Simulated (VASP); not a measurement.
Wanted: the native input for a VASP 6.6.1 run.

```yaml
Task: band structure
Functional: HSE06
Potentials_or_basis: VASP PAW PBE potentials, release 64 (Ca_sv, S)
Cutoff: 520 eV
k_mesh: 6 × 6 × 6
Occupations: gaussian, width 0.02 eV
Spin: no spin polarisation
Grid_for_exact_exchange_PRECFOCK: Fast
Screening_parameter: 0.2 1/A
Further_INCAR_settings: ALGO = Normal; EDIFF = 1e-06
```

CaS:

```
CELL_PARAMETERS angstrom
0.00000 2.85916 2.85916
2.85916 0.00000 2.85916
2.85916 2.85916 0.00000
ATOMIC_POSITIONS crystal
Ca 0.00000 0.00000 0.00000
S 0.50000 0.50000 0.50000
```

The cell was built by a generator and needn't be a form met in nature.

These files were run (other wordings do the same):

POSCAR

```
CaS                                     
1.0
    0.0000000000      2.8591610786      2.8591610786
    2.8591610786      0.0000000000      2.8591610786
    2.8591610786      2.8591610786      0.0000000000
  Ca              S             
     1     1
Direct
     0.0000000000000000    0.0000000000000000    0.0000000000000000
     0.5000000000000000    0.5000000000000000    0.5000000000000000
```

INCAR.step1

```
SYSTEM = CaS
ALGO = Normal ; EDIFF = 1E-5
ENCUT = 520 ; GGA = PE
ISIF = 2 ; ISMEAR = 0
KPAR = 4 ; LASPH = .True.
LCHARG = .False. ; LREAL = .False.
LWAVE = .True. ; NELM = 100
PREC = Accurate ; SIGMA = 0.02
```

INCAR.step2

```
SYSTEM = CaS
ALGO = Normal ; EDIFF = 1E-6
ENCUT = 520 ; GGA = PE
HFSCREEN = 0.2 ; ISIF = 2
ISMEAR = 0 ; ISTART = 1
KPAR = 4 ; LASPH = .True.
LCHARG = .False. ; LHFCALC = .True.
LREAL = .False. ; LWAVE = .False.
NELM = 100 ; PREC = Accurate
PRECFOCK = Fast ; SIGMA = 0.02
```

KPOINTS

```
k-points
0
Gamma
  6 6 6
  0 0 0
```

KPOINTS_OPT

```
path GXWKGLUWLK,UX
12
line-mode
reciprocal
 0.0000000000  0.0000000000  0.0000000000  G
 0.5000000000  0.0000000000  0.5000000000  X

 0.5000000000  0.0000000000  0.5000000000  X
 0.5000000000  0.2500000000  0.7500000000  W

 0.5000000000  0.2500000000  0.7500000000  W
 0.3750000000  0.3750000000  0.7500000000  K

 0.3750000000  0.3750000000  0.7500000000  K
 0.0000000000  0.0000000000  0.0000000000  G

 0.0000000000  0.0000000000  0.0000000000  G
 0.5000000000  0.5000000000  0.5000000000  L

 0.5000000000  0.5000000000  0.5000000000  L
 0.6250000000  0.2500000000  0.6250000000  U

 0.6250000000  0.2500000000  0.6250000000  U
 0.5000000000  0.2500000000  0.7500000000  W

 0.5000000000  0.2500000000  0.7500000000  W
 0.5000000000  0.5000000000  0.5000000000  L

 0.5000000000  0.5000000000  0.5000000000  L
 0.3750000000  0.3750000000  0.7500000000  K

 0.6250000000  0.2500000000  0.6250000000  U
 0.5000000000  0.0000000000  0.5000000000  X
```

Potentials or basis: VASP PAW PBE potentials, release 64 (Ca_sv, S).

Command:

```sh
$ cat potpaw_PBE.64/Ca_sv/POTCAR potpaw_PBE.64/S/POTCAR > POTCAR
$ cp INCAR.step1 INCAR
$ mpirun -np 4 vasp_std > vasp.out
$ cp INCAR.step2 INCAR
$ mpirun -np 4 vasp_std > vasp.out
```

It gave:

```yaml
Pressure: -0.5 GPa
Band_gap_on_the_k_mesh: 3.45 eV, indirect (least direct gap 4.35 eV)
Band_gap_along_the_path: 3.45 eV, indirect (least direct gap 4.35 eV)
```

Caveat: the PAW data sets were made with another functional, which shifts forces and pressure a little.

It took 14 min on 4 MPI ranks on Intel(R) Xeon(R) 6975P-C (Granite Rapids), on a shared host, peak memory 0.37 GiB a rank.
